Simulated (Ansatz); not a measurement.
Crystal: MgB2.

```
Mg B
1.0
     3.08500    0.00000    0.00000
    -1.54250    2.67169    0.00000
     0.00000    0.00000    3.52300
Mg B
1 2
Direct
  0.00000 0.00000 0.00000
  0.66667 0.33333 0.50000
  0.33333 0.66667 0.50000
```

Base run:

| Property | Result |
| --- | --- |
| Program | Ansatz 0.2.0 |
| Functional | PBE |
| Potentials or basis | Ansatz PAW |
| Cutoff | 420 eV (not typed: the program's choice for these potentials) |
| k mesh | 10 × 10 × 8 |
| Occupations | fermi-dirac, width 0.05 eV |
| Spin | no spin polarisation |

Its results: band gap on the k mesh none (metal or under the smearing width); pressure -0.9 GPa.

Task: The run is repeated on the same cell with these changes: k mesh from 10 × 10 × 8 to 3 × 3 × 3. What comes out?

Result: Band gap on the k mesh none (metal or under the smearing width); pressure -1.9 GPa.

Caveats: some runs use coarse meshes.
